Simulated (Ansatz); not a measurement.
# Tc: how the settings move a single-point run

Question: which choices in the input matter for Tc?

Method: reference: DFT, PBE, all-electron PAW with datasets made for the crystal, scalar-relativistic, in Ansatz 0.2.0.

### 1 The starting structure

It takes space group P6_3/mmc (No. 194, hexagonal). Conventional cell: a = 2.794 Å, b = 2.794 Å, c = 4.484 Å, α = 90.00°, β = 90.00°, γ = 120.00°. Around Tc (site symmetry -6m2) lie 12 Tc at 2.76 to 2.79 Å.

Coordinates:

```
CELL_PARAMETERS angstrom
2.79374 0.00000 0.00000
-1.39687 2.41945 0.00000
0.00000 0.00000 4.48426
ATOMIC_POSITIONS crystal
Tc 0.33333 0.66667 0.25000
Tc 0.66667 0.33333 0.75000
```

### 2 Baseline

input.yaml reads:

```yaml
crystal:
  lattice:
    - [2.7937393072, 0.0, 0.0]
    - [-1.3968696536, 2.4194492116, 0.0]
    - [0.0, 0.0, 4.484257193]
  atoms:
    - { symbol: Tc, position: [0.3333333333, 0.6666666667, 0.25] }
    - { symbol: Tc, position: [0.6666666667, 0.3333333333, 0.75] }
kpoints:
  mp_grid: { grid: [17, 17, 9] }
scf:
  occupations: { method: fermi_dirac, width: 0.08 }
hamiltonian:
  xc: pbe
  pseudopotentials: { kind: all_electron, datasets: crystal }
output:
  forces: true
  stress: true
  eigenvalues: true
  efg: { contact_densities: true }
```

Run with:

```sh
> ansatz run input.yaml --threads 1 --pin off --max-ram 2048MiB --backend cpu --events-out ev --progress --plain --runs-dir out
```

### 3 Changing settings: xc pbesol

input.yaml: that of step 2 with these lines changed.

```diff
@@ -13,3 +13,3 @@
 hamiltonian:
-  xc: pbe
+  xc: pbesol
   pseudopotentials: { kind: all_electron, datasets: crystal }
```

What does the calculation give? Wanted: for each run, ending; energy change; pressure; gap; force.

**Answer**, as computed:

```csv
run,ending,energy change,pressure (GPa),gap (eV),force (eV/Å),cycles,time
reference,converged,-,-12.9,0.00,0.00,8,9.1 s
1: xc pbesol,converged,not comparable,-21.5,0.00,0.00,8,11 s
```

Residual by cycle in the longest SCF loop of each run; runs are numbered as in the table. The quantity is the density residual dr2, in eV.

```csv
cycle,reference,run 1
1,5.74,6.34
2,1.66,1.85
3,0.125,0.167
4,0.00125,0.00204
5,2.8e-4,1.5e-4
6,2.4e-6,1.2e-6
7,1.4e-7,6.3e-8
8,6.2e-9,3.9e-9
```

What this shows: A change of functional puts the total energy on another scale; the pressure goes from -12.9 to -21.5 GPa. At this fixed cell a lower pressure means that this functional prefers a smaller volume than the reference. The structure is not at rest: the sound run finds -13 GPa, so these are no properties of the relaxed crystal. 
